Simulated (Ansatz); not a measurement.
# P under changes of volume

One of the cells (20.458 Å³/atom); the others are scaled copies at fixed shape and fractional positions:

```xyz
4
Lattice="1.6477 -5.4650 0.0000 1.6477 5.4650 0.0000 0.0000 0.0000 4.5436" Properties=species:S:1:pos:R:3 pbc="T T T"
P     1.6477   -4.4173    2.6754
P     1.6477    4.4173    1.8683
P     1.6477   -1.0477    0.4035
P     1.6477    1.0477    4.1401
```

| Property | Result |
| --- | --- |
| Program | Ansatz 0.2.0 |
| Functional | PBE |
| Potentials or basis | Ansatz PAW |
| Cutoff | 420 eV (not typed: the program's choice for these potentials) |
| k mesh | 8 × 8 × 6 |
| Occupations | fermi-dirac, width 0.05 eV |
| Spin | no spin polarisation |

```tsv
volume (Å³/atom)	energy over the lowest point (meV/atom)	pressure (GPa)	gap on the mesh (eV)	largest force (eV/Å)
19.230	38.54	7.5	0.02	0.913
19.639	22.01	5.5	0.04	0.704
20.049	?	?	?	?
20.458	3.21	2.0	0.10	0.338
20.867	0.00	0.5	0.13	0.188
21.276	0.38	-0.8	0.17	0.112
21.685	4.00	-2.0	0.21	0.189
```

Q: What does the run at 20.049 Å³/atom give?

A: Energy over the lowest point 10.40 meV/atom; pressure 3.6 GPa; gap on the mesh 0.06 eV; largest force 0.512 eV/Å.

Worked out: A Birch-Murnaghan fit of order 3 (a polynomial in V^(-2/3)) to the other rows has its minimum at 21.02 Å³/atom with B0 = V·E''(V) = 69 GPa and B' = 4.3 at fixed shape and positions, which overstates the stiffness. It gives 10.38 meV/atom at 20.049 Å³/atom, against the run's 10.40, and -dE/dV = 3.6 GPa, against 3.6.

Energies are extrapolated to zero smearing.

A mesh can miss the band edges.
